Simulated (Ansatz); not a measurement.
Sb$_{2}$Te$_{3}$ in space group R-3m (No. 166; Sb on 6c, Te on 6c, Te on 3a), r²SCAN+D4 in the plane-wave PAW code Ansatz. The conduction-band minimum lies at Γ, with 1 equivalent valley. Second derivatives d²E/dk² of the lowest band at one valley (eV·Å²), along Cartesian directions:

| direction | d²E/dk² |
|---|---|
| [100] | 82.89 |
| [010] | 82.89 |
| [001] | 37.79 |
| [110] | 82.89 |
| [101] | 60.16 |
| [011] | 59.96 |

Question: Find the principal effective masses, the density-of-states mass and the conductivity mass.

Answer: Off-diagonal terms follow from H_xy = H[110] − (H_xx + H_yy)/2, and m*/mₑ = 7.620 eV·Å² over each eigenvalue: 0.092, 0.092, 0.20. One valley's DOS mass (m₁m₂m₃)^(1/3) = 0.12, conductivity mass 3/(Σ 1/mᵢ) = 0.11 mₑ.

Question: What effective density of states Nc follows at 300 K for parabolic valleys?

Answer: Nc = 2.509e19 × 1 × (0.12)^(3/2) ≈ 1.0e18 cm⁻³.

The cell was relaxed with r²SCAN+D4 under the symmetry of its start. Spin–orbit coupling is left out wherever it is not named.

Potentials: the later of the program's two PAW sets.

Edges and masses are those of Kohn–Sham bands, whose gap is no quasiparticle gap.
